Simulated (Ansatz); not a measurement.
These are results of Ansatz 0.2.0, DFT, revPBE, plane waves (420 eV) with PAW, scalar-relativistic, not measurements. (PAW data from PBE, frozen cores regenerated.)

An element in the fcc structure gives this curve. The cell is scaled uniformly from the relaxed one, with fractional coordinates and shape fixed. Energies are extrapolated to zero smearing, pressures are those at the given smearing. Magnetic state: spin not included.

| V (Å³/atom) | E − E₀ (meV/atom) | P (GPa) |
| --- | --- | --- |
| 26.561 | 59.9 | 6.20 |
| 27.768 | 24.3 | 3.78 |
| 28.975 | 5.2 | 1.75 |
| 30.183 | 0.1 | 0.04 |
| 31.390 | 6.6 | -1.42 |
| 32.597 | 23.1 | -2.67 |
| 33.805 | 48.1 | -3.75 |

Q: Which element is it?
A. lutetium
B. tin
C. tellurium
D. indium

A: A. Its fit is V₀ = 30.08 Å³/atom, B₀ = 39 GPa, B₀′ = 3.2.
